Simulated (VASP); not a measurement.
# Li (Im-3m) in VASP: settings compared, part 2 of 2

VASP 6.6.1. The steps go on from the part before.

**4. Single point, LDA (functional LDA, strained and moved within the space group)**

Input file INCAR:

```
PREC = Accurate ; ENCUT = 520
EDIFF = 1E-6 ; ISMEAR = 0
SIGMA = 0.1 ; LREAL = False
LASPH = True ; NELM = 100
ALGO = Normal ; ISIF = 2
LWAVE = False ; LCHARG = False
NBANDS = 8
```

Input file KPOINTS:

```
regular mesh
0
Gamma
  16 16 16
```

Input file POSCAR:

```
Li
1.0
   -1.7978975000      1.7978975000      1.7978975000
    1.7978975000     -1.7978975000      1.7978975000
    1.7978975000      1.7978975000     -1.7978975000
Li
1
Direct
    0.0000000000      0.0000000000      0.0000000000
```

Potentials or basis: VASP PAW LDA potentials, release 64 (Li_sv).

Started as:

```bash
> cat potpaw_LDA.64/Li_sv/POTCAR > POTCAR
> mpirun -np 1 vasp_std > vasp.out
```

OUTCAR:

```text
PREC = Accurate
   ENCUT = 520
   EDIFF = 1E-6
   ISMEAR = 0
   LREAL = False
   LASPH = True
   NELM = 100
   ISIF = 2

 ion  position               nearest neighbor table
   1  0.000  0.000  0.000-

  LATTYP: Found a body centered cubic cell.
 ALAT       =     3.5957950000

  Lattice vectors:

 A1 = (  -1.7978975000,   1.7978975000,   1.7978975000)
 A2 = (   1.7978975000,  -1.7978975000,   1.7978975000)
 A3 = (   1.7978975000,   1.7978975000,  -1.7978975000)

Analysis of symmetry for initial positions (statically):
=====================================================================
 Subroutine PRICEL returns:
 Original cell was already a primitive cell.

 Routine SETGRP: Setting up the symmetry group for a
 body centered cubic supercell.

 Subroutine GETGRP returns: Found 48 space group operations
 (whereof 48 operations were pure point group operations)
 out of a pool of 48 trial point group operations.

The static configuration has the point symmetry O_h .

Analysis of symmetry for dynamics (positions and initial velocities):
=====================================================================
 Subroutine PRICEL returns:
 Original cell was already a primitive cell.

 Routine SETGRP: Setting up the symmetry group for a
 body centered cubic supercell.

 Subroutine GETGRP returns: Found 48 space group operations
 (whereof 48 operations were pure point group operations)
 out of a pool of 48 trial point group operations.

The dynamic configuration has the point symmetry O_h .

 Subroutine INISYM returns: Found 48 space group operations
 (whereof 48 operations are pure point group operations),
 and found     1 'primitive' translations

----------------------------------------------------------------------------------------

                                     Primitive cell

  volume of cell :      23.2464

  direct lattice vectors                    reciprocal lattice vectors
    -1.797897500  1.797897500  1.797897500     0.000000000  0.278102617  0.278102617
     1.797897500 -1.797897500  1.797897500     0.278102617  0.000000000  0.278102617
     1.797897500  1.797897500 -1.797897500     0.278102617  0.278102617  0.000000000

  length of vectors
     3.114049817  3.114049817  3.114049817     0.393296493  0.393296493  0.393296493

  position of ions in fractional coordinates (direct lattice)
     0.000000000  0.000000000  0.000000000

  ion indices of the primitive-cell ions
   primitive index   ion index
                 1           1

----------------------------------------------------------------------------------------

 KPOINTS: regular mesh

Automatic generation of k-mesh.
 Grid dimensions read from file:
 generate k-points for:   16   16   16

 Generating k-lattice:

  Cartesian coordinates                     Fractional coordinates (reciprocal lattice)
     0.000000000  0.017381414  0.017381414     0.062500000  0.000000000  0.000000000
     0.017381414  0.000000000  0.017381414     0.000000000  0.062500000  0.000000000
     0.017381414  0.017381414  0.000000000     0.000000000  0.000000000  0.062500000

  Length of vectors
     0.024581031  0.024581031  0.024581031

  Shift w.r.t. Gamma in fractional coordinates (k-lattice)
     0.000000000  0.000000000  0.000000000

 Subroutine IBZKPT returns following result:
 ===========================================

 Found    145 irreducible k-points:

 Following reciprocal coordinates:
            Coordinates               Weight
  0.000000  0.000000  0.000000      1.000000
  0.062500  0.000000  0.000000     12.000000
  0.125000  0.000000  0.000000     12.000000
  0.187500  0.000000  0.000000     12.000000
  0.250000  0.000000  0.000000     12.000000
  0.312500  0.000000  0.000000     12.000000
[... 16 lines left out ...]
  0.187500  0.187500  0.000000     24.000000
  0.250000  0.187500  0.000000     48.000000
 [... further k-points ...]
   k-points           NKPTS =    145   k-points in BZ     NKDIM =    145   number of bands    NBANDS=      8
   number of dos      NEDOS =    301   number of ions     NIONS =      1
   total plane-waves  NPLWV =  13824
   dimension x,y,z NGX =    24 NGY =   24 NGZ =   24
   dimension x,y,z NGXF=    48 NGYF=   48 NGZF=   48
   ions per type =               1
   NGX,Y,Z   is equivalent  to a cutoff of  12.81, 12.81, 12.81 a.u.
   NGXF,Y,Z  is equivalent  to a cutoff of  25.63, 25.63, 25.63 a.u.
 SYSTEM =  unknown system
   PREC   = accura    normal or accurate (medium, high low for compatibility)
   ISTART =      0    job   : 0-new  1-cont  2-samecut
   ICHARG =      2    charge: 1-file 2-atom 10-const
   ISPIN  =      1    spin polarized calculation?
   LNONCOLLINEAR =      F non collinear calculations
   LSORBIT =      F    spin-orbit coupling
   LASPH  =      T    aspherical Exc in radial PAW
   ENCUT  =  520.0 eV  38.22 Ry    6.18 a.u.   5.79  5.79  5.79*2*pi/ulx,y,z
   NELM   =    100;   NELMIN=  2; NELMDL= -5     # of ELM steps
   EDIFF  = 0.1E-05   stopping-criterion for ELM
   LREAL  =      F    real-space projection
   EDIFFG = 0.1E-04   stopping-criterion for IOM
   NSW    =      0    number of steps for IOM
   IBRION =     -1    ionic relax: 0-MD 1-quasi-New 2-CG
   NFREE  =      0    steps in history (QN), initial steepest desc. (CG)
   ISIF   =      2    stress and relaxation
   ISYM   =      2    0-nonsym 1-usesym 2-fastsym
   POTIM  = 0.5000    time-step for ionic-motion
   TEBEG  =    0.0;   TEEND  =   0.0 temperature during run
   PSTRESS=    0.0 pullay stress
   NELECT =       3.0000    total number of electrons
   NUPDOWN=      -1.0000    fix difference up-down
   EMIN   =  10.00;   EMAX   =-10.00  energy-range for DOS
   EFERMI =   0.00;   METHOD = LEGACY
   ISMEAR =     0;   SIGMA  =   0.10  broadening in eV -4-tet -1-fermi 0-gaus
   EFERMI_NEDOS =   21; number of points for ismear=-14 and -15
   IALGO  =     38    algorithm
   IMIX   =      4    mixing-type and parameters
     AMIX     =   0.40;   BMIX     =  1.00
     AMIX_MAG =   1.60;   BMIX_MAG =  1.00
  volume/ion in A,a.u.               =      23.25       156.87
  Fermi-wavevector in a.u.,A,eV,Ry     =   0.827301  1.563373  9.312199  0.684427
  Thomas-Fermi vector in A             =   1.939482
   LORBIT       =      0    0 simple, 1 ext, 2 COOP (PROOUT), +10 PAW based schemes
   GGA     = CA    functional components
   LHFCALC =     F    Hartree Fock is set to
   AEXX    =    0.0000 exact exchange contribution
   IVDW    =     0    specifies the selected vdW correction
   LEPSILON=     F    determine dielectric tensor
   LRPA    =     F    only Hartree local field effects (RPA)
 non-spin polarized calculation
 Gauss-broadening in eV      SIGMA  =   0.10
  energy-cutoff  :      520.00
  volume of cell :       23.25
 maximum number of plane-waves:       642
   NGX = 11   NGY = 11   NGZ = 11

 number of electron       3.0000008 magnetization

 Free energy of the ion-electron system (eV)
  ---------------------------------------------------
  ext. energy  EPLUGINS =         0.00000000
  ---------------------------------------------------
  free energy    TOTEN  =        -2.01338703 eV

  energy without entropy =       -2.01044451  energy(sigma->0) =       -2.01191577

 E-fermi :   0.2379     XC(G=0):  -6.8075

 val. band max:        0.2122818088   @ k =   0.2500   0.2500   0.0000
 cond. band min:       0.2480314876   @ k =   0.3125   0.1875   0.0000
 fundamental gap:      0.0357496788
 Fermi energy:         0.2378542006

 k-point     1 :       0.0000    0.0000    0.0000
  band No.  band energies     occupation
      1     -45.6351      2.00000
      2      -3.0820      2.00000
      3      13.2349      0.00000
      4      13.2349      0.00000
      5      13.2349      0.00000
      6      17.9691      0.00000
      7      17.9691      0.00000
      8      17.9691      0.00000

 k-point     2 :       0.0625    0.0000    0.0000
  band No.  band energies     occupation
      1     -45.6346      2.00000
      2      -3.0127      2.00000
      3      12.8160      0.00000
      4      12.9199      0.00000
      5      13.1313      0.00000
      6      16.9620      0.00000
      7      17.1274      0.00000
      8      18.2901      0.00000
[... 221 lines left out ...]
 k-point    23 :       0.1875    0.1875    0.0000
  band No.  band energies     occupation
      1     -45.6260      2.00000
      2      -1.2141      2.00000
      3       7.0811      0.00000
      4       8.2363      0.00000
      5      10.6487      0.00000
      6      15.6213      0.00000
      7      16.0917      0.00000
      8      19.0536      0.00000

 k-point    24 :       0.2500    0.1875    0.0000
  band No.  band energies     occupation
      1     -45.6241      2.00000
      2      -0.5318      2.00000
      3       5.7024      0.00000
      4       7.5776      0.00000
      5      10.2751      0.00000
      6      15.7613      0.00000
      7      16.3928      0.00000
      8      19.6689      0.00000

 [... further k-points ...]
[... 5 lines left out ...]
  --------------------------------------------------------------------------------------
  -------------------------------------------------------------------------------------
  Total       -0.3247901     -0.3247901     -0.3247901      0.0000000      0.0000000      0.0000000
  in kB      -22.3850770    -22.3850770    -22.3850770      0.0000000      0.0000000      0.0000000
  external PRESSURE =     -22.3850770 kB  Pullay stress =       0.0000000 kB

 VOLUME and BASIS-vectors are now :
 -----------------------------------------------------------------------------
  energy-cutoff  :      520.00
  volume of cell :       23.25
      direct lattice vectors                 reciprocal lattice vectors
    -1.797897500  1.797897500  1.797897500     0.000000000  0.278102617  0.278102617
     1.797897500 -1.797897500  1.797897500     0.278102617  0.000000000  0.278102617
     1.797897500  1.797897500 -1.797897500     0.278102617  0.278102617  0.000000000

 POSITION                                       TOTAL-FORCE (eV/Angst)
 -----------------------------------------------------------------------------------
      0.00000      0.00000      0.00000         0.000000      0.000000      0.000000
 -----------------------------------------------------------------------------------
    total drift:                                0.000000      0.000000     -0.000000

  FREE ENERGIE OF THE ION-ELECTRON SYSTEM (eV)
  ---------------------------------------------------
  free  energy   TOTEN  =        -2.0133870272 eV

  energy  without entropy=       -2.0104445066  energy(sigma->0) =       -2.01191577
```

It took 4.7 s on 1 thread of Intel Xeon 6975P-C (Granite Rapids), shared host; peak memory 0.13 GiB.

What came out:

* Free energy: -2.0134 eV
* Band gap on the k mesh: none (metal or under the smearing width)

Caveat: the cutoff is under 1.25 times the usual one of these potentials, so pressure, stress and relaxed cells hold a basis-set (Pulay) error.

**5. The runs side by side**

| level | potentials or basis | cell | k mesh | gap on the mesh (eV) |
| --- | --- | --- | --- | --- |
| PBE | VASP PAW PBE potentials, release 64 (Li_sv) | one atom moved | 14 × 14 × 14 | none |
| PBE | VASP PAW PBE potentials, release 64 (Li_sv) | strained and moved within the space group | 16 × 16 × 16 | none |
| LDA | VASP PAW LDA potentials, release 64 (Li_sv) | functional LDA, strained and moved within the space group | 16 × 16 × 16 | none |

Alike in all rows: task single point; no spin polarisation; cutoff (eV) 520; smearing gaussian 0.1 eV.

Caveats: the cutoff is under 1.25 times the usual one of these potentials, so pressure, stress and relaxed cells hold a basis-set (Pulay) error.

Absolute energies hang on the potentials; compare differences alone.
